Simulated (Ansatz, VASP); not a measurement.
This is a calculation of Ga for Ansatz 0.2.0.

Contents of input.yaml:

```yaml
crystal:
  lattice:
    - [2.7217036785, 0.0, 0.0]
    - [0.0, 3.2146183849, 0.0]
    - [-1.3160064422, 0.0, 3.9088161735]
  atoms:
    - { symbol: Ga, position: [0.13459627, 0.75, 0.77016683] }
    - { symbol: Ga, position: [0.86540373, 0.25, 0.22983317] }
kpoints:
  mp_grid: { grid: [10, 8, 7] }
scf:
  occupations: { method: fermi_dirac, width: 0.05 }
hamiltonian:
  xc: lda
  pseudopotentials: { kind: all_electron, lapw: { basis_error: 0.001 } }
output:
  forces: true
  stress: true
  eigenvalues: true
```

Potentials or basis: all-electron LAPW, scalar-relativistic.

Run with:

```sh
$ ansatz run input.yaml --threads 1 --pin off --max-ram 3072MiB --backend cpu --events-out ev --progress --plain --runs-dir out
```

Problem. Set up the same calculation for VASP 6.6.1. Potentials there: VASP PAW LDA potentials, release 64 (Ga_d).

Solution. As run (the cutoff follows the program's own potentials):

Contents of INCAR:

```
SYSTEM = Ga
PREC = Accurate ; ENCUT = 520
EDIFF = 1E-7 ; ISMEAR = -1
SIGMA = 0.05 ; LREAL = .FALSE.
LASPH = .TRUE. ; NELM = 80
ALGO = Fast ; ISIF = 2
LWAVE = .FALSE. ; LCHARG = .TRUE.
GGA = CA ; LELF = .TRUE.
LVHAR = .TRUE. ; NBANDS = 20
```

KPOINTS

```
Automatic mesh
0
G
  10 8 7
  0 0 0
```

Contents of POSCAR:

```
Ga
1.0
    2.7217036785      0.0000000000      0.0000000000
    0.0000000000      3.2146183849      0.0000000000
   -1.3160064422      0.0000000000      3.9088161735
Ga
2
Direct
    0.1345962700      0.7500000000      0.7701668300
    0.8654037300      0.2500000000      0.2298331700
```

Potentials or basis: VASP PAW LDA potentials, release 64 (Ga_d).

Run with:

```console
$ cat potpaw_LDA.64/Ga_d/POTCAR > POTCAR
$ mpirun -np 1 vasp_std > vasp.out
```

Both were run:

|  | VASP | Ansatz | Ansatz less VASP |
| --- | --- | --- | --- |
| gap on the k mesh at the Fermi level (eV) | none | none | - |
| pressure (GPa) | 1.2 | 1.0 | -0.14 |
| largest component of the traceless stress (GPa) | 0.75 | 0.73 | -0.019 |
| rms of the force components (eV/Å) | 0.051 | 0.052 | +0.0007 |

Atom by atom the forces differ by 0.001 eV/Å (rms over components). A gap of «none» marks a metal or a gap that the smearing closes. Ansatz ran all-electron here, so the differences hold the error of VASP's frozen core and of both bases.
